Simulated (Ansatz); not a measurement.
## Property card for TiSe2

Method: DFT PBE+D3(BJ), scalar-relativistic, plane waves, PAW (Ansatz).

Cutoff 420 eV; k points 15×15×8 on the computed 3-atom cell (Γ-centred); Gaussian smearing, width 0.10 eV; no spin polarisation.

The structure is relaxed at this level of theory with its symmetry kept.

```
Ti Se
1.0
     3.48071    0.00000    0.00000
    -1.74036    3.01439    0.00000
     0.00000    0.00000    5.87316
Ti Se
1 2
Direct
  0.00000 0.00000 0.00000
  0.33333 0.66667 0.26467
  0.66667 0.33333 0.73533
```

```json
{"Space group": "P-3m1 (No. 164)", "Volume per atom": "20.54 Å³", "Kohn–Sham band gap": "none (metal)", "Density of states at the Fermi level": "0.92 states/eV per cell", "Löwdin character within 0.5 eV of the Fermi level": "Ti 3d 67 %, Se 4p 29 %", "Bulk modulus": "39 GPa", "Its pressure derivative": "8.6", "Bader charges (e)": "Ti (1 in the cell) 1.56, Se (2 in the cell) -0.78"}
```

A ferromagnetic start lost its moments in a first run, so spin was left out; other magnetic orders weren't tried.